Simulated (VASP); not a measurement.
# Cu: convergence, self-consistent run

Cu, Fm-3m (no. 225), 1 atom in the cell. MS2; PAW potentials Cu (PBE set). VASP 6.6.1.

Wanted: energy within 0.2 meV/atom; Fermi level within 0.005 eV.

What the run is for: comparing ways to start; Accuracy asked: tight.

POSCAR:
```
Cu
1.0
    0.0000000000      1.8075000000      1.8075000000
    1.8075000000      0.0000000000      1.8075000000
    1.8075000000      1.8075000000      0.0000000000
Cu
1
Direct
    0.0000000000      0.0000000000      0.0000000000
```

## How the run starts (with a second run first, the time holds both)

| How the run starts (with a second run first, the time holds both) | Energy less reference (meV/atom) | Fermi level (eV) | Time (s) |
|---|---|---|---|
| from scratch: 16 SCF iterations | 0.00 | 7.2784 | 49 |
| PBE orbitals (WAVECAR): 10 + 8 SCF iterations | 0.00 | 7.2784 | 33 |
| PBE density (CHGCAR): 10 + 15 SCF iterations | 0.00 | 7.2784 | 47 |
| loose PBE orbitals: 10 + 8 SCF iterations | 0.00 | 7.2784 | 31 |

Chosen: loose PBE orbitals: 10 + 8 SCF iterations, the fastest of those that stay within half of the tolerance.

## All choices together

| Input | Energy less reference (meV/atom) | Fermi level (eV) | Time (s) |
|---|---|---|---|
| chosen settings | 0.00 | 7.2784 | 31 |
| reference settings throughout | 0.00 | 7.2784 | 49 |

The tolerance is met.

## The input

INCAR.step1:
```
ISMEAR = 1
SIGMA = 0.1
LWAVE = True
LCHARG = True
ISIF = 2
PREC = Accurate
LASPH = True
LREAL = False
ALGO = Normal
EDIFF = 0.001
NELM = 120
GGA_COMPAT = False
ENCUT = 440
GGA = PE
```

INCAR.step2:
```
METAGGA = MS2
ISMEAR = 1
SIGMA = 0.1
LWAVE = False
LCHARG = False
ISIF = 2
PREC = Accurate
LASPH = True
LREAL = False
ALGO = Normal
EDIFF = 1E-6
NELM = 120
GGA_COMPAT = False
ENCUT = 440
LMIXTAU = True
ISTART = 1
```

KPOINTS:
```
k-points
0
Gamma
  16 16 16
```

Commands (each step's output is kept before the next begins):
```
cat potpaw_PBE.64/Cu/POTCAR > POTCAR
cp INCAR.step1 INCAR
mpirun -np 1 vasp_std > vasp.out
cp INCAR.step2 INCAR
mpirun -np 1 vasp_std > vasp.out
```

The chosen input took VASP 6.6.1 31 s on 1 core (Intel Xeon Platinum 8375C @ 2.90GHz (Ice Lake)), a shared host.
